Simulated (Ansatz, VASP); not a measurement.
S in VASP and in Ansatz

```
S
1.0
     2.32370    0.00000    0.00000
    -1.16185    2.01238    0.00000
     0.00000    0.00000    3.13528
S
2
Direct
  0.33333 0.66667 0.25000
  0.66667 0.33333 0.75000
```

Change from the starting cell: volume scaled by 0.43, PAW files.

Alike in both runs: task single point; functional PBE; k mesh 15 × 15 × 8; occupations fermi-dirac, width 0.1 eV; no spin polarisation.

|  | VASP | Ansatz |
| --- | --- | --- |
| version | VASP 6.6.1 | Ansatz 0.2.0 |
| potentials or method | VASP PAW PBE potentials, release 64 (S) | PAW with Ansatz's default frozen-core files, scalar-relativistic |
| plane-wave cutoff (eV) | 520 | 420 |
| valence electrons in the cell | 12 | 12 |

Ansatz gave:

```
pressure (GPa)                                  : 284.1
largest component of the traceless stress (GPa) : 0.06
```

Problem. Which values does VASP return?

Solution. Pressure (GPa): 279.8; largest component of the traceless stress (GPa): 0.67.

Caveats: the cell as given lies far from equilibrium; so large a pressure means that the cell lies far from this level's equilibrium, or that cutoff or potentials fall short (VASP).
